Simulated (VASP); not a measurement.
# Ag (Im-3m) in VASP: further runs, part 2 of 2

VASP 6.6.1.

### 5 Single point, r2SCAN

Contents of INCAR:

```
SYSTEM = Ag
PREC     = Accurate       ! precision mode
ENCUT    = 450            ! plane-wave cutoff, eV
EDIFF    = 1E-6           ! SCF threshold, eV
ISMEAR   = 1              ! smearing method
SIGMA    = 0.05           ! smearing width, eV
LREAL    = .False.        ! projectors in reciprocal space
LASPH    = .True.         ! aspherical terms in the spheres
NELM     = 100            ! most SCF steps
ALGO     = Normal         ! electronic algorithm
ISIF     = 2              ! what is computed and relaxed
LWAVE    = .False.        ! write WAVECAR
LCHARG   = .False.        ! write CHGCAR
METAGGA  = R2SCAN         ! meta-GGA
LMIXTAU  = .True.       
ADDGRID  = .False.
```

Contents of KPOINTS:

```
regular mesh
0
Gamma
  10 10 10
  0 0 0
```

Contents of POSCAR:

```
Ag
1.0
   -1.6556540000      1.6556540000      1.6556540000
    1.6556540000     -1.6556540000      1.6556540000
    1.6556540000      1.6556540000     -1.6556540000
Ag
1
Direct
    0.0000000000      0.0000000000      0.0000000000
```

Potentials or basis: VASP PAW PBE potentials, release 64 (Ag).

Started as:

```console
cat potpaw_PBE.64/Ag/POTCAR > POTCAR
mpirun -np 1 vasp_std > vasp.out
```

OUTCAR:

```text
SYSTEM = Ag
   PREC = Accurate
   ENCUT = 450
   EDIFF = 1E-6
   ISMEAR = 1
   LREAL = .False.
   LASPH = .True.
   NELM = 100
   ISIF = 2
   METAGGA = R2SCAN

 Found     47 irreducible k-points:

 Following reciprocal coordinates:
            Coordinates               Weight
  0.000000  0.000000  0.000000      1.000000
  0.100000  0.000000  0.000000     12.000000
  0.200000  0.000000  0.000000     12.000000
  0.300000  0.000000  0.000000     12.000000
  0.400000  0.000000  0.000000     12.000000
  0.500000  0.000000  0.000000      6.000000
   k-points           NKPTS =     47   k-points in BZ     NKDIM =     47   number of bands    NBANDS=      9
   number of dos      NEDOS =    301   number of ions     NIONS =      1
   total plane-waves  NPLWV =   8000
   dimension x,y,z NGX =    20 NGY =   20 NGZ =   20
   dimension x,y,z NGXF=    40 NGYF=   40 NGZF=   40
   ions per type =               1
   NGX,Y,Z   is equivalent  to a cutoff of  11.59, 11.59, 11.59 a.u.
   NGXF,Y,Z  is equivalent  to a cutoff of  23.19, 23.19, 23.19 a.u.
 SYSTEM =  Ag
   PREC   = accura    normal or accurate (medium, high low for compatibility)
   ISTART =      0    job   : 0-new  1-cont  2-samecut
   ICHARG =      2    charge: 1-file 2-atom 10-const
   ISPIN  =      1    spin polarized calculation?
   LNONCOLLINEAR =      F non collinear calculations
   LSORBIT =      F    spin-orbit coupling
   LASPH  =      T    aspherical Exc in radial PAW
   ENCUT  =  450.0 eV  33.07 Ry    5.75 a.u.   4.96  4.96  4.96*2*pi/ulx,y,z
   NELM   =    100;   NELMIN=  2; NELMDL= -5     # of ELM steps
   EDIFF  = 0.1E-05   stopping-criterion for ELM
   LREAL  =      F    real-space projection
   EDIFFG = 0.1E-04   stopping-criterion for IOM
   NSW    =      0    number of steps for IOM
   IBRION =     -1    ionic relax: 0-MD 1-quasi-New 2-CG
   NFREE  =      0    steps in history (QN), initial steepest desc. (CG)
   ISIF   =      2    stress and relaxation
   ISYM   =      2    0-nonsym 1-usesym 2-fastsym
   POTIM  = 0.5000    time-step for ionic-motion
   TEBEG  =    0.0;   TEEND  =   0.0 temperature during run
   PSTRESS=    0.0 pullay stress
   NELECT =      11.0000    total number of electrons
   NUPDOWN=      -1.0000    fix difference up-down
   EMIN   =  10.00;   EMAX   =-10.00  energy-range for DOS
   EFERMI =   0.00;   METHOD = LEGACY
   ISMEAR =     1;   SIGMA  =   0.05  broadening in eV -4-tet -1-fermi 0-gaus
   EFERMI_NEDOS =   21; number of points for ismear=-14 and -15
   IALGO  =     38    algorithm
   IMIX   =      4    mixing-type and parameters
     AMIX     =   0.40;   BMIX     =  1.00
     AMIX_MAG =   1.60;   BMIX_MAG =  1.00
  volume/ion in A,a.u.               =      18.15       122.51
  Fermi-wavevector in a.u.,A,eV,Ry     =   1.385318  2.617871 26.111022  1.919106
  Thomas-Fermi vector in A             =   2.509739
   LORBIT       =      0    0 simple, 1 ext, 2 COOP (PROOUT), +10 PAW based schemes
   METAGGA = R2SCAN    functional components
   LHFCALC =     F    Hartree Fock is set to
   AEXX    =    0.0000 exact exchange contribution
   IVDW    =     0    specifies the selected vdW correction
   LEPSILON=     F    determine dielectric tensor
   LRPA    =     F    only Hartree local field effects (RPA)
 non-spin polarized calculation
 Methfessel and Paxton  Order N= 1 SIGMA  =   0.05
  energy-cutoff  :      450.00
  volume of cell :       18.15
 maximum number of plane-waves:       410
   NGX =  9   NGY =  9   NGZ =  9

 number of electron      11.0000011 magnetization

 Free energy of the ion-electron system (eV)
  ---------------------------------------------------
  ext. energy  EPLUGINS =         0.00000000
  ---------------------------------------------------
  free energy    TOTEN  =       -21.28606258 eV

  energy without entropy =      -21.28560045  energy(sigma->0) =      -21.28590854

 E-fermi :   7.7747     XC(G=0): -12.5343

 val. band max:        7.7612243762   @ k =   0.5000   0.0000   0.0000
 cond. band min:       7.7898214295   @ k =   0.4000   0.1000   0.0000
 fundamental gap:      0.0285970533
 Fermi energy:         7.7746521689

 k-point     1 :       0.0000    0.0000    0.0000
  band No.  band energies     occupation
      1       0.1160      2.00000
      2       2.5661      2.00000
      3       2.5661      2.00000
      4       2.5661      2.00000
      5       3.7880      2.00000
      6       3.7880      2.00000
      7      26.0619      0.00000
      8      26.0619      0.00000
      9      26.0619      0.00000
[... 49 lines left out ...]
 k-point     6 :       0.5000    0.0000    0.0000
  band No.  band energies     occupation
      1       1.2449      2.00000
      2       1.8526      2.00000
      3       3.7373      2.00000
      4       3.8916      2.00000
      5       4.7176      2.00000
      6       7.7612      1.43688
      7      11.5200      0.00000
      8      21.2529      0.00000
      9      22.1130      0.00000

 [... further k-points ...]

------------------------ aborting loop because EDIFF is reached ----------------------------------------

  FORCE on cell =-STRESS in cart. coord.  units (eV):
  Direction    XX          YY          ZZ          XY          YZ          ZX
  --------------------------------------------------------------------------------------
  -------------------------------------------------------------------------------------
  Total       -0.3711782     -0.3711782     -0.3711782      0.0000000      0.0000000      0.0000000
  in kB      -32.7585187    -32.7585187    -32.7585187      0.0000000      0.0000000      0.0000000
  external PRESSURE =     -32.7585187 kB  Pullay stress =       0.0000000 kB

 VOLUME and BASIS-vectors are now :
 -----------------------------------------------------------------------------
  energy-cutoff  :      450.00
  volume of cell :       18.15
      direct lattice vectors                 reciprocal lattice vectors
    -1.655654000  1.655654000  1.655654000     0.000000000  0.301995465  0.301995465
     1.655654000 -1.655654000  1.655654000     0.301995465  0.000000000  0.301995465
     1.655654000  1.655654000 -1.655654000     0.301995465  0.301995465  0.000000000

 POSITION                                       TOTAL-FORCE (eV/Angst)
 -----------------------------------------------------------------------------------
      0.00000      0.00000      0.00000        -0.000000      0.000000      0.000000
 -----------------------------------------------------------------------------------
    total drift:                                0.000000     -0.000000      0.000000

  FREE ENERGIE OF THE ION-ELECTRON SYSTEM (eV)
  ---------------------------------------------------
  free  energy   TOTEN  =       -21.2860625821 eV

  energy  without entropy=      -21.2856004523  energy(sigma->0) =      -21.28590854
```

stdout:

```text
POSCAR found type information on POSCAR Ag
 POSCAR found :  1 types and       1 ions
 scaLAPACK will be used
 -----------------------------------------------------------------------------
|                                                                             |
|                                                                             |
|     You enforced a specific xc type in the INCAR file but a different       |
|     I HOPE YOU KNOW WHAT YOU ARE DOING!                                     |
|                                                                             |
 -----------------------------------------------------------------------------

 LDA part: xc-table for (None), standard interpolation
 POSCAR, INCAR and KPOINTS ok, starting setup
 FFT: planning ... GRIDC
 FFT: planning ... GRID_SOFT
 FFT: planning ... GRID
 WAVECAR not read
 entering main loop
```

It took 13 s on 1 thread of Intel Xeon 6975P-C (Granite Rapids), shared host; peak memory 0.13 GiB.

The run converged, but some of its settings lie outside the range that counts as converged, so its numbers aren't taken as properties of the crystal.

What came out:

| Item | Value |
| --- | --- |
| Free energy | -21.2861 eV |
| Pressure | -3.3 GPa |
| Band gap on the k mesh | none (metal or under the smearing width) |

Caveat: the PAW data sets were made with another functional, which shifts forces and pressure a little.

### 6 Single point, r2SCAN

Edit INCAR of step 5 so:

```diff
@@ -5,3 +5,3 @@
 ISMEAR   = 1              ! smearing method
-SIGMA    = 0.05           ! smearing width, eV
+SIGMA    = 0.02           ! smearing width, eV
 LREAL    = .False.        ! projectors in reciprocal space
```

KPOINTS is that of step 5.

POSCAR is that of step 5.

Potentials or basis: VASP PAW PBE potentials, release 64 (Ag).

Started as:

```console
cat potpaw_PBE.64/Ag/POTCAR > POTCAR
mpirun -np 1 vasp_std > vasp.out
```

OUTCAR:

```text
SYSTEM = Ag
   PREC = Accurate
   ENCUT = 450
   EDIFF = 1E-6
   ISMEAR = 1
   LREAL = .False.
   LASPH = .True.
   NELM = 100
   ISIF = 2
   METAGGA = R2SCAN

 Found     47 irreducible k-points:

 Following reciprocal coordinates:
            Coordinates               Weight
  0.000000  0.000000  0.000000      1.000000
  0.100000  0.000000  0.000000     12.000000
  0.200000  0.000000  0.000000     12.000000
  0.300000  0.000000  0.000000     12.000000
  0.400000  0.000000  0.000000     12.000000
  0.500000  0.000000  0.000000      6.000000
   k-points           NKPTS =     47   k-points in BZ     NKDIM =     47   number of bands    NBANDS=      9
   number of dos      NEDOS =    301   number of ions     NIONS =      1
   total plane-waves  NPLWV =   8000
   dimension x,y,z NGX =    20 NGY =   20 NGZ =   20
   dimension x,y,z NGXF=    40 NGYF=   40 NGZF=   40
   ions per type =               1
   NGX,Y,Z   is equivalent  to a cutoff of  11.59, 11.59, 11.59 a.u.
   NGXF,Y,Z  is equivalent  to a cutoff of  23.19, 23.19, 23.19 a.u.
 SYSTEM =  Ag
   PREC   = accura    normal or accurate (medium, high low for compatibility)
   ISTART =      0    job   : 0-new  1-cont  2-samecut
   ICHARG =      2    charge: 1-file 2-atom 10-const
   ISPIN  =      1    spin polarized calculation?
   LNONCOLLINEAR =      F non collinear calculations
   LSORBIT =      F    spin-orbit coupling
   LASPH  =      T    aspherical Exc in radial PAW
   ENCUT  =  450.0 eV  33.07 Ry    5.75 a.u.   4.96  4.96  4.96*2*pi/ulx,y,z
   NELM   =    100;   NELMIN=  2; NELMDL= -5     # of ELM steps
   EDIFF  = 0.1E-05   stopping-criterion for ELM
   LREAL  =      F    real-space projection
   EDIFFG = 0.1E-04   stopping-criterion for IOM
   NSW    =      0    number of steps for IOM
   IBRION =     -1    ionic relax: 0-MD 1-quasi-New 2-CG
   NFREE  =      0    steps in history (QN), initial steepest desc. (CG)
   ISIF   =      2    stress and relaxation
   ISYM   =      2    0-nonsym 1-usesym 2-fastsym
   POTIM  = 0.5000    time-step for ionic-motion
   TEBEG  =    0.0;   TEEND  =   0.0 temperature during run
   PSTRESS=    0.0 pullay stress
   NELECT =      11.0000    total number of electrons
   NUPDOWN=      -1.0000    fix difference up-down
   EMIN   =  10.00;   EMAX   =-10.00  energy-range for DOS
   EFERMI =   0.00;   METHOD = LEGACY
   ISMEAR =     1;   SIGMA  =   0.02  broadening in eV -4-tet -1-fermi 0-gaus
   EFERMI_NEDOS =   21; number of points for ismear=-14 and -15
   IALGO  =     38    algorithm
   IMIX   =      4    mixing-type and parameters
     AMIX     =   0.40;   BMIX     =  1.00
     AMIX_MAG =   1.60;   BMIX_MAG =  1.00
  volume/ion in A,a.u.               =      18.15       122.51
  Fermi-wavevector in a.u.,A,eV,Ry     =   1.385318  2.617871 26.111022  1.919106
  Thomas-Fermi vector in A             =   2.509739
   LORBIT       =      0    0 simple, 1 ext, 2 COOP (PROOUT), +10 PAW based schemes
   METAGGA = R2SCAN    functional components
   LHFCALC =     F    Hartree Fock is set to
   AEXX    =    0.0000 exact exchange contribution
   IVDW    =     0    specifies the selected vdW correction
   LEPSILON=     F    determine dielectric tensor
   LRPA    =     F    only Hartree local field effects (RPA)
 non-spin polarized calculation
 Methfessel and Paxton  Order N= 1 SIGMA  =   0.02
  energy-cutoff  :      450.00
  volume of cell :       18.15
 maximum number of plane-waves:       410
   NGX =  9   NGY =  9   NGZ =  9

 number of electron      11.0000011 magnetization

 Free energy of the ion-electron system (eV)
  ---------------------------------------------------
  ext. energy  EPLUGINS =         0.00000000
  ---------------------------------------------------
  free energy    TOTEN  =       -21.28587733 eV

  energy without entropy =      -21.28578686  energy(sigma->0) =      -21.28584717

 E-fermi :   7.7823     XC(G=0): -12.5353

 val. band max:        7.7603246764   @ k =   0.5000   0.0000   0.0000
 cond. band min:       7.7885304326   @ k =   0.4000   0.1000   0.0000
 fundamental gap:      0.0282057562
 Fermi energy:         7.7823159671

 k-point     1 :       0.0000    0.0000    0.0000
  band No.  band energies     occupation
      1       0.1152      2.00000
      2       2.5631      2.00000
      3       2.5632      2.00000
      4       2.5632      2.00000
      5       3.7849      2.00000
      6       3.7849      2.00000
      7      26.0613      0.00000
      8      26.0613      0.00000
      9      26.0613      0.00000
[... 49 lines left out ...]
 k-point     6 :       0.5000    0.0000    0.0000
  band No.  band energies     occupation
      1       1.2425      2.00000
      2       1.8498      2.00000
      3       3.7342      2.00000
      4       3.8884      2.00000
      5       4.7142      2.00000
      6       7.7603      2.06523
      7      11.5186      0.00000
      8      21.2525      0.00000
      9      22.1130      0.00000

 [... further k-points ...]

------------------------ aborting loop because EDIFF is reached ----------------------------------------

  FORCE on cell =-STRESS in cart. coord.  units (eV):
  Direction    XX          YY          ZZ          XY          YZ          ZX
  --------------------------------------------------------------------------------------
  -------------------------------------------------------------------------------------
  Total       -0.3799629     -0.3799629     -0.3799629     -0.0000000     -0.0000000     -0.0000000
  in kB      -33.5338219    -33.5338219    -33.5338219     -0.0000000     -0.0000000     -0.0000000
  external PRESSURE =     -33.5338219 kB  Pullay stress =       0.0000000 kB

 VOLUME and BASIS-vectors are now :
 -----------------------------------------------------------------------------
  energy-cutoff  :      450.00
  volume of cell :       18.15
      direct lattice vectors                 reciprocal lattice vectors
    -1.655654000  1.655654000  1.655654000     0.000000000  0.301995465  0.301995465
     1.655654000 -1.655654000  1.655654000     0.301995465  0.000000000  0.301995465
     1.655654000  1.655654000 -1.655654000     0.301995465  0.301995465  0.000000000

 POSITION                                       TOTAL-FORCE (eV/Angst)
 -----------------------------------------------------------------------------------
      0.00000      0.00000      0.00000         0.000000      0.000000     -0.000000
 -----------------------------------------------------------------------------------
    total drift:                                0.000000     -0.000000      0.000000

  FREE ENERGIE OF THE ION-ELECTRON SYSTEM (eV)
  ---------------------------------------------------
  free  energy   TOTEN  =       -21.2858773308 eV

  energy  without entropy=      -21.2857868566  energy(sigma->0) =      -21.28584717
```

stdout:

```text
POSCAR found type information on POSCAR Ag
 POSCAR found :  1 types and       1 ions
 scaLAPACK will be used
 -----------------------------------------------------------------------------
|                                                                             |
|                                                                             |
|     You enforced a specific xc type in the INCAR file but a different       |
|     I HOPE YOU KNOW WHAT YOU ARE DOING!                                     |
|                                                                             |
 -----------------------------------------------------------------------------

 LDA part: xc-table for (None), standard interpolation
 POSCAR, INCAR and KPOINTS ok, starting setup
 FFT: planning ... GRIDC
 FFT: planning ... GRID_SOFT
 FFT: planning ... GRID
 WAVECAR not read
 entering main loop
```

Run time: 12 s. Hardware: 1 thread of Intel Xeon 6975P-C (Granite Rapids), shared host; peak memory 0.12 GiB.

The run converged, but some of its settings lie outside the range that counts as converged, so its numbers aren't taken as properties of the crystal.

Results:

- Free energy: -21.2859 eV
- Pressure: -3.4 GPa
- Band gap on the k mesh: none (metal or under the smearing width)

Caveat: the PAW data sets were made with another functional, which shifts forces and pressure a little.
